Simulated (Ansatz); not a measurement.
GaSb and its competing phases

These are results of DFT PBE, scalar-relativistic, plane waves, PAW (Ansatz 0.2.0), not measurements. Settings: cutoff 420 eV, Γ-centred meshes spaced at most about 0.3 Å⁻¹, and about 0.25 Å⁻¹ or finer for metals (2π included), Gaussian smearing. No spin polarisation.

Energies over the elements count from the elements' standard structures at the same level, with no fitted energy shifts.

Temperature and zero-point effects are left out. These runs have no spin–orbit coupling, which can matter for Sb.

The competitors are the elements and 1 reference phase of this chemical system (from databases or known types: GaSb), relaxed at the same level; other known phases may be missing.

The candidate was reached from: 4-connected net, two elements alternating.

```cif
data_structure
_symmetry_space_group_name_H-M 'Pmmm'
_symmetry_Int_Tables_number 47
_cell_length_a 4.1379
_cell_length_b 4.2073
_cell_length_c 10.7015
_cell_angle_alpha 90.000
_cell_angle_beta 90.000
_cell_angle_gamma 90.000
_cell_volume 186.31
loop_
_atom_site_label
_atom_site_type_symbol
_atom_site_symmetry_multiplicity
_atom_site_Wyckoff_symbol
_atom_site_fract_x
_atom_site_fract_y
_atom_site_fract_z
_atom_site_occupancy
Ga1 Ga 2 t 0.50000 0.50000 0.16995 1
Ga2 Ga 1 c 0.00000 0.00000 0.50000 1
Sb1 Sb 2 s 0.50000 0.00000 0.32623 1
Sb2 Sb 1 e 0.00000 0.50000 0.00000 1
```

Question: Is it stable, and against what?

Answer: Not the lowest form: another structure of the same formula lies lower. Its formation energy is 0.172 eV/atom. The lowest competing phase at this composition is this:

```tsv
phase	space group	source	share of atoms	ΔE_f (eV/atom)
GaSb	F-43m (No. 216)	Materials Project	1.0000	-0.166
```

The candidate lies 0.34 eV/atom above this phase. The candidate matches no cell in the subsets of the Crystallography Open Database and the Materials Project at hand. The margin is far too high for a likely synthesis.
